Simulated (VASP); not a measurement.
Input of a VASP 6.6.1 run:

File INCAR:

```
SYSTEM = KCl
PREC     = Accurate       ! precision mode
ENCUT    = 520            ! plane-wave cutoff, eV
EDIFF    = 1E-6           ! SCF threshold, eV
ISMEAR   = 0              ! smearing method
SIGMA    = 0.012          ! smearing width, eV
LREAL    = .FALSE.        ! projectors in reciprocal space
LASPH    = .TRUE.         ! aspherical terms in the spheres
NELM     = 100            ! most SCF steps
ALGO     = Fast           ! electronic algorithm
ISIF     = 2              ! what is computed and relaxed
LWAVE    = .FALSE.        ! write WAVECAR
LCHARG   = .FALSE.        ! write CHGCAR
GGA      = PE             ! functional
NBANDS   = 15             ! bands
```

KPOINTS

```
regular mesh
0
G
  7 7 7
  0 0 0
```

File POSCAR:

```
KCl
1.0
    0.0000000000      3.1464700000      3.1464700000
    3.1464700000      0.0000000000      3.1464700000
    3.1464700000      3.1464700000      0.0000000000
K Cl
1 1
Direct
    0.0000000000      0.0000000000      0.0000000000
    0.5000000000      0.5000000000      0.5000000000
```

Potentials or basis: VASP PAW PBE potentials, release 64 (K_sv, Cl).

Command:

```bash
$ cat potpaw_PBE.64/K_sv/POTCAR potpaw_PBE.64/Cl/POTCAR > POTCAR
$ mpirun -np 1 vasp_std > vasp.out
```

What does it give for the pressure?

0.8 GPa.

Estimate the band gap on the k mesh.

5.19 eV, direct.

Caveat: an odd mesh through Γ misses points on the zone boundary, where band edges often lie.

The gap isn't set beside the measured one, since this odd mesh misses points on the zone boundary.
